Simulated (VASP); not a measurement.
Here is a VASP 6.6.1 calculation.

Contents of INCAR:

```
SYSTEM = BN
  PREC = Accurate
  ENCUT = 520
  EDIFF = 1E-7
  ISMEAR = 0
  SIGMA = 0.02
  LREAL = .FALSE.
  LASPH = .TRUE.
  NELM = 100
  ALGO = Normal
  ISIF = 2
  LWAVE = .FALSE.
  LCHARG = .TRUE.
  GGA = RE
  IVDW = 12
  LELF = .TRUE.
  LVHAR = .TRUE.
  NBANDS = 11
```

File KPOINTS:

```
regular mesh
0
G
  12 12 12
  0 0 0
```

File POSCAR:

```
BN
1.0
    1.2412302745      0.7166246331      2.9815675510
   -1.2412302745      0.7166246331      2.9815675510
    0.0000000000     -1.4332492662      2.9815675510
B N
1 1
Direct
    1.0000384556      1.0000384556      1.0000384556
    0.3323945444      0.3323945444      0.3323945444
```

Potentials or basis: VASP PAW PBE potentials, release 64 (B, N).

Command:

```console
$ cat potpaw_PBE.64/B/POTCAR potpaw_PBE.64/N/POTCAR > POTCAR
$ mpirun -np 1 vasp_std > vasp.out
```

Question: Predict the band gap on the k mesh.

Answer: 4.03 eV, indirect (least direct gap 4.87 eV).

Question: Estimate the pressure.

Answer: 9.2 GPa.

Stress tensor (GPa, compression positive):
```
12.61  0.00  0.00
 0.00 12.61  0.00
 0.00  0.00  2.51
```

Caveat: the PAW data sets were made with another functional, which shifts forces and pressure a little. A hybrid or GW would open this gap; revPBE tends to underestimate it.
